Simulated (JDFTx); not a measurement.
Here is a JDFTx 1.7.0 (patched build) calculation.

The input bands.in:

```
lattice \
    0.0000000000     5.3419722954     5.3419722954 \
    5.3419722954     0.0000000000     5.3419722954 \
    5.3419722954     5.3419722954     0.0000000000
coords-type Cartesian
ion As     8.0129584431     8.0129584431     8.0129584431 1
ion Ga     0.0000000000     0.0000000000     0.0000000000 1

ion-species pseudo/As.upf
ion-species pseudo/Ga.upf
elec-cutoff 40 320
elec-ex-corr lda-PW
elec-smearing Fermi 0.0018374661
elec-n-bands 21
electronic-minimize nIterations 30 energyDiffThreshold 1e-06
davidson-band-ratio 1.3
forces-output-coords Cartesian
include path.kpoints
symmetries none
fix-electron-density run.$VAR

dump-name bands.$VAR
dump End Ecomponents EigStats BandEigs Kpoints Forces
```

The input path.kpoints:

```
kpoint +0.0000000000 +0.0000000000 +0.0000000000 0.020000000000
kpoint +0.0714285714 +0.0000000000 +0.0714285714 0.020000000000
kpoint +0.1428571429 +0.0000000000 +0.1428571429 0.020000000000
kpoint +0.2142857143 +0.0000000000 +0.2142857143 0.020000000000
kpoint +0.2857142857 +0.0000000000 +0.2857142857 0.020000000000
kpoint +0.3571428571 +0.0000000000 +0.3571428571 0.020000000000
kpoint +0.4285714286 +0.0000000000 +0.4285714286 0.020000000000
kpoint +0.5000000000 +0.0000000000 +0.5000000000 0.020000000000
kpoint +0.5000000000 +0.0833333333 +0.5833333333 0.020000000000
kpoint +0.5000000000 +0.1666666667 +0.6666666667 0.020000000000
kpoint +0.5000000000 +0.2500000000 +0.7500000000 0.020000000000
kpoint +0.4375000000 +0.3125000000 +0.7500000000 0.020000000000
kpoint +0.3750000000 +0.3750000000 +0.7500000000 0.020000000000
kpoint +0.3281250000 +0.3281250000 +0.6562500000 0.020000000000
kpoint +0.2812500000 +0.2812500000 +0.5625000000 0.020000000000
kpoint +0.2343750000 +0.2343750000 +0.4687500000 0.020000000000
kpoint +0.1875000000 +0.1875000000 +0.3750000000 0.020000000000
kpoint +0.1406250000 +0.1406250000 +0.2812500000 0.020000000000
kpoint +0.0937500000 +0.0937500000 +0.1875000000 0.020000000000
kpoint +0.0468750000 +0.0468750000 +0.0937500000 0.020000000000
kpoint +0.0000000000 +0.0000000000 +0.0000000000 0.020000000000
kpoint +0.0833333333 +0.0833333333 +0.0833333333 0.020000000000
kpoint +0.1666666667 +0.1666666667 +0.1666666667 0.020000000000
kpoint +0.2500000000 +0.2500000000 +0.2500000000 0.020000000000
kpoint +0.3333333333 +0.3333333333 +0.3333333333 0.020000000000
kpoint +0.4166666667 +0.4166666667 +0.4166666667 0.020000000000
kpoint +0.5000000000 +0.5000000000 +0.5000000000 0.020000000000
kpoint +0.5250000000 +0.4500000000 +0.5250000000 0.020000000000
kpoint +0.5500000000 +0.4000000000 +0.5500000000 0.020000000000
kpoint +0.5750000000 +0.3500000000 +0.5750000000 0.020000000000
kpoint +0.6000000000 +0.3000000000 +0.6000000000 0.020000000000
kpoint +0.6250000000 +0.2500000000 +0.6250000000 0.020000000000
kpoint +0.5625000000 +0.2500000000 +0.6875000000 0.020000000000
kpoint +0.5000000000 +0.2500000000 +0.7500000000 0.020000000000
kpoint +0.5000000000 +0.2916666667 +0.7083333333 0.020000000000
kpoint +0.5000000000 +0.3333333333 +0.6666666667 0.020000000000
kpoint +0.5000000000 +0.3750000000 +0.6250000000 0.020000000000
kpoint +0.5000000000 +0.4166666667 +0.5833333333 0.020000000000
kpoint +0.5000000000 +0.4583333333 +0.5416666667 0.020000000000
kpoint +0.5000000000 +0.5000000000 +0.5000000000 0.020000000000
kpoint +0.4791666667 +0.4791666667 +0.5416666667 0.020000000000
kpoint +0.4583333333 +0.4583333333 +0.5833333333 0.020000000000
kpoint +0.4375000000 +0.4375000000 +0.6250000000 0.020000000000
kpoint +0.4166666667 +0.4166666667 +0.6666666667 0.020000000000
kpoint +0.3958333333 +0.3958333333 +0.7083333333 0.020000000000
kpoint +0.3750000000 +0.3750000000 +0.7500000000 0.020000000000
kpoint +0.6250000000 +0.2500000000 +0.6250000000 0.020000000000
kpoint +0.5833333333 +0.1666666667 +0.5833333333 0.020000000000
kpoint +0.5416666667 +0.0833333333 +0.5416666667 0.020000000000
kpoint +0.5000000000 +0.0000000000 +0.5000000000 0.020000000000
```

Potentials or basis: PseudoDojo-SR-LDA-0.4.1-standard.

The run is started by

```console
$ jdftx -c 1 -i bands.in -o bands.out
```

Predict the band gap along the path.

0.28 eV, direct.

Levels at the corners of the path, in eV from the valence-band top:
| point | band 12 | band 13 | band 14 | band 15 | band 16 | band 17 |
| --- | --- | --- | --- | --- | --- | --- |
| Γ | 0.00 | 0.00 | 0.00 | 0.28 | 3.69 | 3.69 |
| X | -6.88 | -2.68 | -2.68 | 1.36 | 1.56 | 10.04 |
| W | -6.69 | -3.55 | -3.36 | 4.54 | 4.64 | 5.30 |
| K | -6.69 | -3.88 | -2.26 | 1.86 | 4.55 | 7.83 |
| Γ | 0.00 | 0.00 | 0.00 | 0.28 | 3.69 | 3.69 |
| L | -6.69 | -1.14 | -1.14 | 0.85 | 4.60 | 4.60 |
| U | -6.69 | -3.88 | -2.26 | 1.86 | 4.55 | 7.83 |
| W | -6.69 | -3.55 | -3.36 | 4.54 | 4.64 | 5.30 |
| L | -6.69 | -1.14 | -1.14 | 0.85 | 4.60 | 4.60 |
| K | -6.69 | -3.88 | -2.26 | 1.86 | 4.55 | 7.83 |
| U | -6.69 | -3.88 | -2.26 | 1.86 | 4.55 | 7.83 |
| X | -6.88 | -2.68 | -2.68 | 1.36 | 1.56 | 10.04 |

**Measured values to compare with.**

From “Evidence of valence band perturbations in GaAsN/GaAs(001): A combined variable-angle spectroscopic ellipsometry and modulated photoreflectance investigation”, 2008, arxiv:0805.2212, for a bulk crystal of GaAs at 300 K: band gap 1.412 ± 0.01 eV (direct).

Measured gap of GaAs: 1.412 eV (direct; 300 K; “Evidence of valence band perturbations in GaAsN/GaAs(001): A combined variable-angle spectroscopic ellipsometry and modulated photoreflectance investigation”, 2008, arxiv:0805.2212). This calculation gives 0.28 eV (-1.13 eV). So large a miss can be the level of theory's own, or it may mean another phase, state or a wrong row. 3 values of this kind are on record (1.412 to 1.51 eV); this one was drawn at random among those near their median, those with a stated uncertainty first. Spin-orbit coupling on As, Ga is left out. The value is that of LDA, without temperature or zero-point motion. Semilocal functionals fall short of measured gaps as a rule.
